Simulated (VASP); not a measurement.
# InAs (F-43m) in VASP: single point with HSE06

Aim: the single point of InAs with HSE06.

Everything below comes from runs of VASP 6.6.1. Logs are shortened: lines on timing, memory, paths and dates and some standing lists are left out, and cuts for length are marked.

**Experimental background.**

From a printed reference work, data compilation, for a bulk crystal of InAs at 4.2 K: band gap 0.418 eV (direct).

The runs below are set against these values where they give the same quantity.

## (1) The cell of the first run

It takes space group F-43m (No. 216, cubic). The conventional cell has a = 6.088 Å, b = 6.088 Å, c = 6.088 Å, α = 90.00°, β = 90.00°, γ = 90.00°. In (site symmetry -43m) has 4 As at 2.64 Å within 3.5 Å. As (site symmetry -43m) has 4 In at 2.64 Å within 3.5 Å.

## (2) Single point, HSE06

POSCAR

```
InAs
1.0
    0.0000000000      3.0441511310      3.0441511310
    3.0441511310      0.0000000000      3.0441511310
    3.0441511310      3.0441511310      0.0000000000
In As
1 1
Direct
    1.0000000000      0.0000000000      0.0000000000
    0.2500000000      0.2500000000      0.2500000000
```

INCAR.step1

```
  ALGO = Normal
  EDIFF = 1E-5
  ENCUT = 520
  GGA = PE
  ISIF = 2
  ISMEAR = 0
  LASPH = T
  LREAL = F
  LWAVE = T
  NBANDS = 16
  NELM = 60
  PREC = Accurate
  SIGMA = 0.1
```

INCAR.step2

```
  ALGO = Normal
  EDIFF = 1E-7
  ENCUT = 520
  GGA = PE
  HFSCREEN = 0.2079
  ISIF = 2
  ISMEAR = 0
  ISTART = 1
  LASPH = T
  LCHARG = T
  LELF = T
  LHFCALC = T
  LREAL = F
  LVHAR = T
  LWAVE = F
  NBANDS = 16
  NELM = 60
  PREC = Accurate
  PRECFOCK = Normal
  SIGMA = 0.1
```

KPOINTS

```
k-points
0
Gamma
  6 6 6
```

Potentials or basis: VASP PAW PBE potentials, release 64 (In_d, As).

Run with:

```console
$ cat potpaw_PBE.64/In_d/POTCAR potpaw_PBE.64/As/POTCAR > POTCAR
$ cp INCAR.step1 INCAR
$ mpirun -np 1 vasp_std > vasp.out
$ cp INCAR.step2 INCAR
$ mpirun -np 1 vasp_std > vasp.out
```

OUTCAR:

```text
EDIFF = 1E-7
   ENCUT = 520
   GGA = PE
   HFSCREEN = 0.2079
   ISIF = 2
   ISMEAR = 0
   ISTART = 1
   LASPH = T
   LHFCALC = T
   LREAL = F
   NELM = 60
   PREC = Accurate
   PRECFOCK = Normal

 ion  position               nearest neighbor table
   1  0.000  0.000  0.000-   2 2.64   2 2.64   2 2.64   2 2.64
   2  0.250  0.250  0.250-   1 2.64   1 2.64   1 2.64   1 2.64

  LATTYP: Found a face centered cubic cell.
 ALAT       =     6.0883022620

  Lattice vectors:

 A1 = (   0.0000000000,   3.0441511310,   3.0441511310)
 A2 = (   3.0441511310,   0.0000000000,   3.0441511310)
 A3 = (   3.0441511310,   3.0441511310,   0.0000000000)

Analysis of symmetry for initial positions (statically):
=====================================================================
 Subroutine PRICEL returns:
 Original cell was already a primitive cell.

 Routine SETGRP: Setting up the symmetry group for a
 face centered cubic supercell.

 Subroutine GETGRP returns: Found 24 space group operations
 (whereof 24 operations were pure point group operations)
 out of a pool of 48 trial point group operations.

The static configuration has the point symmetry T_d .

Analysis of symmetry for dynamics (positions and initial velocities):
=====================================================================
 Subroutine PRICEL returns:
 Original cell was already a primitive cell.

 Routine SETGRP: Setting up the symmetry group for a
 face centered cubic supercell.

 Subroutine GETGRP returns: Found 24 space group operations
 (whereof 24 operations were pure point group operations)
 out of a pool of 48 trial point group operations.

The dynamic configuration has the point symmetry T_d .

 Subroutine INISYM returns: Found 24 space group operations
 (whereof 24 operations are pure point group operations),
 and found     1 'primitive' translations

----------------------------------------------------------------------------------------

                                     Primitive cell

  volume of cell :      56.4194

  direct lattice vectors                    reciprocal lattice vectors
     0.000000000  3.044151131  3.044151131    -0.164249401  0.164249401  0.164249401
     3.044151131  0.000000000  3.044151131     0.164249401 -0.164249401  0.164249401
     3.044151131  3.044151131  0.000000000     0.164249401  0.164249401 -0.164249401

  length of vectors
     4.305079815  4.305079815  4.305079815     0.284488308  0.284488308  0.284488308

  position of ions in fractional coordinates (direct lattice)
     0.000000000  0.000000000  0.000000000
     0.250000000  0.250000000  0.250000000

  ion indices of the primitive-cell ions
   primitive index   ion index
                 1           1
                 2           2

----------------------------------------------------------------------------------------

 KPOINTS: k-points

Automatic generation of k-mesh.
 Grid dimensions read from file:
 generate k-points for:    6    6    6

 Generating k-lattice:

  Cartesian coordinates                     Fractional coordinates (reciprocal lattice)
    -0.027374900  0.027374900  0.027374900     0.166666667  0.000000000  0.000000000
     0.027374900 -0.027374900  0.027374900     0.000000000  0.166666667  0.000000000
     0.027374900  0.027374900 -0.027374900     0.000000000  0.000000000  0.166666667

  Length of vectors
     0.047414718  0.047414718  0.047414718

  Shift w.r.t. Gamma in fractional coordinates (k-lattice)
     0.000000000  0.000000000  0.000000000

 Subroutine IBZKPT returns following result:
 ===========================================

 Found     16 irreducible k-points:

 Following reciprocal coordinates:
            Coordinates               Weight
  0.000000  0.000000  0.000000      1.000000
  0.166667  0.000000  0.000000      8.000000
  0.333333  0.000000  0.000000      8.000000
  0.500000  0.000000  0.000000      4.000000
  0.166667  0.166667  0.000000      6.000000
  0.333333  0.166667  0.000000     24.000000
[... 8 lines left out ...]
 -0.333333  0.333333  0.166667     24.000000
 -0.333333  0.500000  0.166667     12.000000
   k-points           NKPTS =     16   k-points in BZ     NKDIM =    216   number of bands    NBANDS=     16
   number of dos      NEDOS =    301   number of ions     NIONS =      2
   total plane-waves  NPLWV =  32768
   dimension x,y,z NGX =    32 NGY =   32 NGZ =   32
   dimension x,y,z NGXF=    64 NGYF=   64 NGZF=   64
   ions per type =               1   1
   NGX,Y,Z   is equivalent  to a cutoff of  12.36, 12.36, 12.36 a.u.
   NGXF,Y,Z  is equivalent  to a cutoff of  24.71, 24.71, 24.71 a.u.
 SYSTEM =  unknown system
   PREC   = accura    normal or accurate (medium, high low for compatibility)
   ISTART =      1    job   : 0-new  1-cont  2-samecut
   ICHARG =      0    charge: 1-file 2-atom 10-const
   ISPIN  =      1    spin polarized calculation?
   LNONCOLLINEAR =      F non collinear calculations
   LSORBIT =      F    spin-orbit coupling
   LASPH  =      T    aspherical Exc in radial PAW
   ENCUT  =  520.0 eV  38.22 Ry    6.18 a.u.   8.00  8.00  8.00*2*pi/ulx,y,z
   NELM   =     60;   NELMIN=  2; NELMDL=  0     # of ELM steps
   EDIFF  = 0.1E-06   stopping-criterion for ELM
   LREAL  =      F    real-space projection
   EDIFFG = 0.1E-05   stopping-criterion for IOM
   NSW    =      0    number of steps for IOM
   IBRION =     -1    ionic relax: 0-MD 1-quasi-New 2-CG
   NFREE  =      0    steps in history (QN), initial steepest desc. (CG)
   ISIF   =      2    stress and relaxation
   ISYM   =      3    0-nonsym 1-usesym 2-fastsym
   POTIM  = 0.5000    time-step for ionic-motion
   TEBEG  =    0.0;   TEEND  =   0.0 temperature during run
   PSTRESS=    0.0 pullay stress
   NELECT =      18.0000    total number of electrons
   NUPDOWN=      -1.0000    fix difference up-down
   EMIN   =  10.00;   EMAX   =-10.00  energy-range for DOS
   EFERMI =   0.00;   METHOD = LEGACY
   ISMEAR =     0;   SIGMA  =   0.10  broadening in eV -4-tet -1-fermi 0-gaus
   EFERMI_NEDOS =   21; number of points for ismear=-14 and -15
   IALGO  =     38    algorithm
   IMIX   =      1    mixing-type and parameters
     AMIX     =   0.40;   BMIX     =  1.00
     AMIX_MAG =   1.60;   BMIX_MAG =  1.00
  volume/ion in A,a.u.               =      28.21       190.37
  Fermi-wavevector in a.u.,A,eV,Ry     =   1.118638  2.113919 17.025655  1.251350
  Thomas-Fermi vector in A             =   2.255270
   LORBIT       =      0    0 simple, 1 ext, 2 COOP (PROOUT), +10 PAW based schemes
   GGA     = PE    functional components
   LHFCALC =     T    Hartree Fock is set to
   PRECFOCK=normal    Normal, Fast or Accurate (Low or Medium for compatibility)
   ENCUT4O =  -1.0   cutoff for four orbital integrals eV
   NKREDX  =     1    reduce k-point grid by
   NKREDY  =     1    reduce k-point grid by
   NKREDZ  =     1    reduce k-point grid by
   AEXX    =    0.2500 exact exchange contribution
   HFSCREEN=    0.2079 screening length (either q_TF or 0.3 A-1)
   HFSCREENC=   0.2079 screening length for correlation (either q_TF or 0.3 A-1)
   ENCUTFOCK=  -1.0 apply spherical cutoff to Coloumb kernel
   IVDW    =     0    specifies the selected vdW correction
   LEPSILON=     F    determine dielectric tensor
   LRPA    =     F    only Hartree local field effects (RPA)
 non-spin polarized calculation
 Gauss-broadening in eV      SIGMA  =   0.10
  energy-cutoff  :      520.00
  volume of cell :       56.42
 maximum number of plane-waves:      1536
  NGX = 28; NGY = 28; NGZ = 28

 number of electron      17.9999992 magnetization

 Free energy of the ion-electron system (eV)
  ---------------------------------------------------
  ext. energy  EPLUGINS =         0.00000000
  ---------------------------------------------------
  free energy    TOTEN  =        -9.21577104 eV

  energy without entropy =       -9.21575933  energy(sigma->0) =       -9.21576518

 E-fermi :   4.1176     XC(G=0):  -7.5114

 val. band max:        3.8973814058   @ k =   0.0000   0.0000   0.0000
 cond. band min:       4.3137476231   @ k =   0.0000   0.0000   0.0000
 fundamental gap:      0.4163662173
 Fermi energy:         4.1175843755

 k-point     1 :       0.0000    0.0000    0.0000
  band No.  band energies     occupation
      1     -12.1985      2.00000
      2     -12.1985      2.00000
      3     -12.1985      2.00000
      4     -12.0735      2.00000
      5     -12.0735      2.00000
      6      -8.9983      2.00000
[... 8 lines left out ...]
     15      14.4425      0.00000
     16      14.4425      0.00000

 k-point     2 :       0.1667    0.0000    0.0000
  band No.  band energies     occupation
      1     -12.2261      2.00000
      2     -12.1894      2.00000
      3     -12.1894      2.00000
      4     -12.0736      2.00000
      5     -12.0736      2.00000
      6      -8.7024      2.00000
[... 8 lines left out ...]
     15      13.3209      0.00000
     16      13.3597      0.00000

 k-point     3 :       0.3333    0.0000    0.0000
  band No.  band energies     occupation
      1     -12.2776      2.00000
      2     -12.1741      2.00000
      3     -12.1741      2.00000
      4     -12.0705      2.00000
      5     -12.0705      2.00000
      6      -7.9628      2.00000
[... 8 lines left out ...]
     15      13.8445      0.00000
     16      13.8445      0.00000

 k-point     4 :       0.5000    0.0000    0.0000
  band No.  band energies     occupation
      1     -12.3020      2.00000
      2     -12.1683      2.00000
      3     -12.1683      2.00000
      4     -12.0669      2.00000
      5     -12.0669      2.00000
      6      -7.4535      2.00000
[... 8 lines left out ...]
     15      15.6338      0.00000
     16      15.6338      0.00000
[... 172 lines left out ...]
 k-point    14 :       0.5000    0.3333    0.1667
  band No.  band energies     occupation
      1     -12.3159      2.00000
      2     -12.1564      2.00000
      3     -12.1454      2.00000
      4     -12.0873      2.00000
      5     -12.0635      2.00000
      6      -7.3985      2.00000
[... 8 lines left out ...]
     15      15.4678      0.00000
     16      16.8793      0.00000

 k-point    15 :      -0.3333    0.3333    0.1667
  band No.  band energies     occupation
      1     -12.3268      2.00000
      2     -12.1556      2.00000
      3     -12.1375      2.00000
      4     -12.0837      2.00000
      5     -12.0669      2.00000
      6      -7.0074      2.00000
[... 8 lines left out ...]
     15      15.6873      0.00000
     16      16.6827      0.00000

 k-point    16 :      -0.3333    0.5000    0.1667
  band No.  band energies     occupation
      1     -12.3423      2.00000
      2     -12.1434      2.00000
      3     -12.1272      2.00000
      4     -12.0940      2.00000
      5     -12.0616      2.00000
      6      -6.8368      2.00000
[... 8 lines left out ...]
     15      16.5388      0.00000
     16      16.6980      0.00000

------------------------ aborting loop because EDIFF is reached ----------------------------------------

  FORCE on cell =-STRESS in cart. coord.  units (eV):
  Direction    XX          YY          ZZ          XY          YZ          ZX
  --------------------------------------------------------------------------------------
  -------------------------------------------------------------------------------------
  Total        0.1436337      0.1436337      0.1436337      0.0000000     -0.0000000     -0.0000000
  in kB        4.0788564      4.0788564      4.0788564      0.0000000     -0.0000000     -0.0000000
  external PRESSURE =       4.0788564 kB  Pullay stress =       0.0000000 kB

 VOLUME and BASIS-vectors are now :
 -----------------------------------------------------------------------------
  energy-cutoff  :      520.00
  volume of cell :       56.42
      direct lattice vectors                 reciprocal lattice vectors
     0.000000000  3.044151131  3.044151131    -0.164249401  0.164249401  0.164249401
     3.044151131  0.000000000  3.044151131     0.164249401 -0.164249401  0.164249401
     3.044151131  3.044151131  0.000000000     0.164249401  0.164249401 -0.164249401

 POSITION                                       TOTAL-FORCE (eV/Angst)
 -----------------------------------------------------------------------------------
      0.00000      0.00000      0.00000         0.000000     -0.000000     -0.000000
      1.52208      1.52208      1.52208        -0.000000      0.000000      0.000000
 -----------------------------------------------------------------------------------
    total drift:                                0.000008      0.000010      0.000005

  FREE ENERGIE OF THE ION-ELECTRON SYSTEM (eV)
  ---------------------------------------------------
  free  energy   TOTEN  =        -9.2157710388 eV

  energy  without entropy=       -9.2157593288  energy(sigma->0) =       -9.21576518
```

It took 1.6 h on 1 thread of Intel Xeon Platinum 8259CL at 2.50GHz (Skylake/Cascade Lake), shared host; peak memory 0.32 GiB.

Results:

* Free energy: -9.2158 eV
* Pressure: 0.4 GPa
* Band gap on the k mesh: 0.42 eV

Levels at points of the mesh, in eV from the valence-band top:
| k point | band 5 | band 6 | band 7 | band 8 | band 9 | band 10 | band 11 | band 12 | band 13 | band 14 |
| --- | --- | --- | --- | --- | --- | --- | --- | --- | --- | --- |
| (0.00, 0.00, 0.00) | -15.97 | -12.90 | 0.00 | 0.00 | 0.00 | 0.42 | 4.66 | 4.66 | 4.66 | 8.37 |
| (0.50, 0.00, 0.00) | -15.96 | -11.35 | -6.14 | -1.04 | -1.04 | 1.60 | 5.44 | 5.44 | 7.68 | 9.98 |
| (0.50, 0.50, 0.00) | -15.95 | -10.77 | -6.22 | -2.45 | -2.45 | 2.15 | 2.72 | 10.16 | 10.34 | 10.34 |

Caveat: the PAW data sets were made with another functional, which shifts forces and pressure a little; spin-orbit coupling is left out, which moves the levels of the heavy elements.

## (3) Comparison with measurements

Step 2. A measured gap of InAs is 0.418 eV (direct; 4.2 K; a printed reference work, data compilation); the calculated 0.42 eV misses it by 0.00 eV. Spin-orbit coupling on As, In is left out. The value is that of HSE06, without temperature or zero-point motion.
